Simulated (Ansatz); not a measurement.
Two inputs for Ge

Cell: a COD entry, taken as it stands.

```cif
data_Ge
_symmetry_space_group_name_H-M 'P4_32_12'
_symmetry_Int_Tables_number 96
_cell_length_a 5.9300
_cell_length_b 5.9300
_cell_length_c 6.9800
_cell_angle_alpha 90.000
_cell_angle_beta 90.000
_cell_angle_gamma 90.000
loop_
_atom_site_label
_atom_site_type_symbol
_atom_site_symmetry_multiplicity
_atom_site_Wyckoff_symbol
_atom_site_fract_x
_atom_site_fract_y
_atom_site_fract_z
Ge1 Ge 4 a 0.0750 0.0750 0.0000
Ge5 Ge 8 b 0.1667 0.3750 0.2500
```

One atom of each set is listed.

Reference run. Computed with Ansatz: DFT, PBE, plane waves and PAW (field gradients read without the response of the frozen cores, which leaves them typically 4 to 6 % off), scalar-relativistic, 420 eV cutoff, Γ-centred 6×6×5 k-points, Fermi–Dirac smearing 0.05 eV.

Question: The input is changed as follows: `kpoints.mp_grid.shift`: not typed → [0.5, 0.5, 0.5]. What happens to V_zz (10²¹ V/m²) and η?

Answer: 

| site | V_zz reference | η reference | V_zz changed | η changed |
| --- | --- | --- | --- | --- |
| Ge1 | 3.30 | 0.43 | 3.26 | 0.43 |
| Ge5 | -4.96 | 0.76 | -4.99 | 0.73 |

The largest change of V_zz is on Ge1, from 3.30 to 3.26. The whole tensor moves most on Ge5, by 0.11 along its most changed direction. In per cent, |V_zz| changes by -1 to +1 on Ge (all sites that start above 0.5). SCF iterations: 7 and 7.

On the reference run: The largest force is 0.9 eV/Å, so the atoms aren't at the calculated equilibrium and relaxing them would move these values. With a gap of 0.5 eV on this mesh, the gradients can still move by some per cent as the k-mesh gets denser.
